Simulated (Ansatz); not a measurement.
## Li2S (Fm-3m): volume and gaps against pressure

```yaml
crystal:
  lattice:
    - [2.82731, 2.82731, 0.00000]
    - [-2.82731, 2.82731, 0.00000]
    - [0.00000, 2.82731, 2.82731]
  atoms:
    - { symbol: Li, position: [0.25000, 0.75000, 0.50000] }
    - { symbol: Li, position: [0.75000, 0.25000, 0.50000] }
    - { symbol: S, position: [0.00000, 0.00000, 0.00000] }
```

This is the zero-pressure cell under PBEsol. Cell and atoms are relaxed by PAW (default files of Ansatz 0.2.0, cutoff 420 eV, stress met within about 0.05 GPa) at each pressure, in this structure whether or not another phase would take over; P is the pressure reached, less that of this cell. Levels come from PBEsol, all-electron LAPW in Ansatz 0.2.0, scalar-relativistic; k mesh 8×8×8, fixed occupations, basis error target 0.5 meV/atom. Conduction levels are in eV over the valence top (at Γ), at fixed fractional wave vectors. Zone-centre phonons come from finite displacements by PAW, without the LO-TO term.

```csv
P (GPa),V/V₀,X,Γ,T1u TO (cm⁻¹),T2g (cm⁻¹)
-2.01,1.0542,3.240,3.950,303.6,360.1
0.00,1.0000,3.205,4.214,334.9,384.7
2.04,0.9566,3.168,4.446,362.0,406.5
4.00,?,?,?,?,?
6.98,0.8788,3.077,4.917,415.8,451.0
9.98,0.8432,3.024,5.160,443.1,474.1
14.99,0.7955,2.937,5.517,482.9,508.4
```

Question: Fit the third-order Birch-Murnaghan equation to the rows shown.

Answer: With f = [(V₀/V)^(2/3) − 1]/2, the normalised pressure F = P/[3f(1 + 2f)^(5/2)] is 42.3 GPa at f = -0.0173, 42.0 GPa at f = 0.0150, 41.7 GPa at f = 0.0450, 41.6 GPa at f = 0.0602, 41.4 GPa at f = 0.0824. The line F = B₀[1 + (3/2)(B′ − 4)f] gives B₀ = 42.1 GPa and B′ = 3.9.

Question: What are the volume deformation potentials and pressure coefficients of these levels at zero pressure?

Answer: 

| level | dE/dlnV (eV) | dE/dP = −(dE/dlnV)/B₀ (meV/GPa) | mean slope up to 2.0 GPa (meV/GPa) |
| --- | --- | --- | --- |
| X | 0.76 | -18.1 | -18.2 |
| Γ | -5.12 | 121.6 | 114.0 |

dE/dlnV is the slope of a cubic fit in ln V at V₀. The last column is read from two rows and shows how the slope bends with pressure. A level that another band crosses inside the range is left out of the tables.

Question: What mode Grüneisen parameters follow?

Answer: γ = −d ln ω/d ln V at V₀ from a quadratic fit in ln V: T1u 1.79, T2g 1.25.

Question: Fill the row at 4.00 GPa.

Answer: The fits give V/V₀ = 0.9220 and X = 3.132 eV. Computed: V/V₀ = 0.9221, X = 3.132, Γ = 4.645, T1u TO (cm⁻¹) = 385.0, T2g (cm⁻¹) = 425.3.

Limits of these numbers: no other phase was computed; many crystals of this kind change structure within this range, and rows or crossings beyond such a change describe a metastable lattice; the frozen-core PAW files of the relaxations were fitted under PBE, their cores solved anew for this functional; semilocal gaps are low, and the spacing of valleys can be off by tenths of an eV; levels are read at fixed fractional k, so an edge that moves off these points is missed.
